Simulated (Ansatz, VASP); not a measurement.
**One calculation of C, two programs**

INCAR

```
PREC = Accurate
ENCUT = 520
EDIFF = 1E-6
ISMEAR = 0
SIGMA = 0.05
LREAL = F
LASPH = T
NELM = 80
ALGO = Normal
ISIF = 2
LWAVE = F
LCHARG = F
GGA = PE
NBANDS = 11
```

File KPOINTS:

```
regular mesh
0
Gamma
  12 12 12
```

The input POSCAR:

```
C
1.0
    0.0000000000      1.7410940939      1.8750244088
    1.7410940939      0.0000000000      1.8750244088
    1.7410940939      1.7410940939      0.0000000000
C
2
Direct
    0.5000000000      0.5000000000      0.5000000000
    0.7500000000      0.7500000000      0.7500000000
```

Input for Ansatz:

```yaml
crystal:
  lattice:
    - [0.0, 1.7410940939, 1.8750244088]
    - [1.7410940939, 0.0, 1.8750244088]
    - [1.7410940939, 1.7410940939, 0.0]
  atoms:
    - { symbol: C, position: [0.5, 0.5, 0.5] }
    - { symbol: C, position: [0.75, 0.75, 0.75] }
basis:
  ecutwfc: 420
kpoints:
  mp_grid: { grid: [12, 12, 12] }
hamiltonian:
  xc: pbe
scf:
  occupations: { method: gaussian, width: 0.05 }
output:
  forces: true
  stress: true
  eigenvalues: true
```

Change from the starting cell: strain -0.025 along x and y, +0.050 along z, atoms carried along.

Alike in both runs: task single point; functional PBE; k mesh 12 × 12 × 12; occupations gaussian, width 0.05 eV; no spin polarisation.

```csv
,VASP,Ansatz
version,VASP 6.6.1,Ansatz 0.2.0
potentials or method,"VASP PAW PBE potentials, release 64 (C)","scalar-relativistic, plane waves, PAW"
plane-wave cutoff (eV),520,420
valence electrons in the cell,8,8
```

```tsv
	VASP	Ansatz	Ansatz less VASP
gap on the k mesh at the Fermi level (eV)	3.22	3.23	+0.009
least direct gap on the mesh (eV)	4.93	4.93	+0.006
pressure (GPa)	1.7	1.0	-0.66
largest component of the traceless stress (GPa)	49.24	49.25	+0.011
```
